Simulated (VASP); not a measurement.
A calculation with VASP 6.6.1 of Ca (ASE script, structure from a POSCAR):

Contents of run.py:

```python
from ase.calculators.vasp import Vasp
from ase.dft.bandgap import bandgap
from ase.io import read

atoms = read('POSCAR')
calc = Vasp(
    directory='calc',
    xc='lda',
    pp='LDA',
    setups='gw',
    prec='Accurate',
    encut=550,
    ediff=1e-06,
    ismear=0,
    sigma=0.05,
    lreal=False,
    lasph=True,
    nelm=100,
    algo='Normal',
    isif=2,
    lwave=False,
    lcharg=False,
    kpts=[9, 9, 9],
    gamma=True,
    nbands=11,
)
atoms.calc = calc

print('energy (eV):', atoms.get_potential_energy())
print('free energy (eV):', atoms.get_potential_energy(force_consistent=True))
print('forces (eV/A):')
print(atoms.get_forces())
print('stress (eV/A^3, Voigt):', atoms.get_stress())
print('Fermi level (eV):', calc.get_fermi_level())
gap, top, bottom = bandgap(calc)
print('band gap (eV):', gap, 'from (spin, k, band)', top, 'to', bottom)
```

POSCAR

```
Ca
1.0
   -2.2052049036      2.2052049036      2.1961148100
    2.2052049036     -2.2052049036      2.1961148100
    2.2052049036      2.2052049036     -2.1961148100
Ca
1
Direct
    0.5000000000      0.5000000000      0.0000000000
```

Potentials or basis: VASP PAW LDA potentials, release 64 (Ca_sv_GW).

Command:

```bash
$ python run.py
```

This isn't the form of Ca at room conditions, which is fcc.

Q: Write the same calculation in another form: native input, structure from a POSCAR.

A: As run:

File INCAR:

```
PREC     = Accurate       # precision mode
ENCUT    = 550            # plane-wave cutoff, eV
EDIFF    = 1E-6           # SCF threshold, eV
ISMEAR   = 0              # smearing method
SIGMA    = 0.05           # smearing width, eV
LREAL    = False          # projectors in reciprocal space
LASPH    = True           # aspherical terms in the spheres
NELM     = 80             # most SCF steps
ALGO     = Normal         # electronic algorithm
ISIF     = 2              # what is computed and relaxed
LWAVE    = False          # write WAVECAR
LCHARG   = False          # write CHGCAR
```

KPOINTS

```
regular mesh
0
Gamma
  9 9 9
```

Contents of POSCAR:

```
Ca
1.0
   -2.2052049036      2.2052049036      2.1961148100
    2.2052049036     -2.2052049036      2.1961148100
    2.2052049036      2.2052049036     -2.1961148100
Ca
1
Cartesian
    0.0000000000      0.0000000000      2.1961148100
```

Potentials or basis: VASP PAW LDA potentials, release 64 (Ca_sv_GW).

Command:

```bash
$ cat potpaw_LDA.64/Ca_sv_GW/POTCAR > POTCAR
$ mpirun -np 1 vasp_std > vasp.out
```

Both were run:

|  | ASE script, structure from a POSCAR | native input, structure from a POSCAR |
| --- | --- | --- |
| Pressure | -2.0 GPa | -1.9 GPa |
| Band gap on the k mesh | none (metal or under the smearing width) | none (metal or under the smearing width) |

Keys that steer only the numerical path or the files written may differ.
